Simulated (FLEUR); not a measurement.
**HgTe: single point with SCAN**

Crystal: HgTe.

```xyz
2
Lattice="-3.0456 3.0456 1.5594 3.0456 -3.0456 1.5594 3.0456 3.0456 -1.5594" Properties=species:S:1:pos:R:3 pbc="T T T"
Hg    0.0000    3.0456    0.7797
Te    0.0000    0.0000    0.0000
```

Measurements of this composition are mostly on another form, of space group No. 216.

```yaml
Program: FLEUR MaX-R8.1 (later development tree)
Task: single point
Functional: SCAN
Potentials_or_basis: all-electron
Basis: FLAPW
Kmax: 4.1 1/bohr
k_mesh: 10 × 10 × 10
Occupations: fermi-dirac, width 0.05 eV
Spin: no spin polarisation
```

The band gap on the k mesh is none (metal or under the smearing width). The valence electrons inside the program's atomic spheres are Hg 18.56; Te 19.99 (radii Hg 2.66, Te 2.66 bohr).

Levels at points of the mesh, in eV from the Fermi level:
```tsv
k point	band 18	band 19	band 20	band 21	band 22	band 23	band 24	band 25
(0.00, 0.00, 0.00)	-6.39	-3.58	-2.51	-2.51	3.73	5.07	7.15	7.15
(0.00, 0.00, 0.50)	-6.34	-6.28	-0.89	1.54	2.22	3.01	3.68	9.28
(0.00, 0.50, 0.00)	-6.37	-4.61	-2.04	-1.11	-0.08	3.37	4.10	6.10
(0.50, 0.50, 0.50)	-6.31	-4.61	-4.39	-4.39	3.40	7.63	8.42	8.42
```

Core levels (eV from the Fermi level):
```csv
atom,levels
1 Hg,"1s1/2 -83048.5, 2s1/2 -14703.8, 2p1/2 -14103.6, 2p3/2 -12155.6, 3s1/2 -3486.3, 3p1/2 -3216.8, 3p3/2 -2785.3, 4s1/2 -763.9, 3d3/2 -2340.8, 3d5/2 -2248.3, 4p1/2 -648.5, 4p3/2 -544.3, 4d3/2 -356.1, 4d5/2 -336.7, 4f5/2 -94.5, 4f7/2 -90.3"
2 Te,"1s1/2 -31604.7, 2s1/2 -4841.4, 2p1/2 -4535.1, 2p3/2 -4260.6, 3s1/2 -959.9, 3p1/2 -834.1, 3p3/2 -782.9, 4s1/2 -159.6, 3d3/2 -561.3, 3d5/2 -550.6"
```

Wall time 6 min on 1 thread of Arm Neoverse V2, with other jobs on the host, peak memory 0.14 GiB.

Caveat: the meta-GGA is that of a development version, with a GGA for the radial functions and cores and without core tails. The run has no spin-orbit coupling, so splittings on Hg, Te are missing.
